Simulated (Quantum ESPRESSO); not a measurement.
**SnSe: dielectric tensor and Born charges under several settings**

```
Sn Se
1.0
     0.00000    3.01000    3.01000
     3.01000    0.00000    3.01000
     3.01000    3.01000    0.00000
Sn Se
1 1
Direct
  0.00000 0.00000 0.00000
  0.50000 0.50000 0.50000
```

Measurements of this composition are mostly on another form, of space group No. 62.

All runs used Quantum ESPRESSO 7.5; k mesh 6 × 6 × 6, shifted; given cell; no spin polarisation; cutoff 925 eV; occupations smeared at first, fixed for the response.

| level | potentials | pressure (GPa) | ε∞ (diagonal) | Born charge of atom 1 (e) | sum of the Born charges (e) |
| --- | --- | --- | --- | --- | --- |
| LDA | GBRV 1.5 LDA | -3.3 | 42.75 | 5.91 | -0.02 |
| PBEsol | GBRV 1.5 PBEsol | ? | ? | ? | ? |
| WC | GBRV 1.5 PBE | -1.8 | 43.01 | 5.88 | -0.02 |
| BLYP | GBRV 1.5 PBE | 4.9 | 34.42 | 5.90 | -0.01 |
| AM05 | GBRV 1.5 PBE | -1.4 | 41.14 | 5.89 | -0.02 |

Problem. What stands in the row left open?

Solution. Pressure -1.9 GPa; ε∞ 42.92; Born charge of atom 1 5.88 e; sum of the Born charges -0.02 e.

Caveats: the potentials were made for another functional, which shifts forces and pressure (some runs); the cell is more than 3 GPa from zero pressure, which shifts response properties (some runs).

For the row left open. Caveat: the mesh is thin for the dielectric tensor, Born charges and intensities, which usually come out too large.
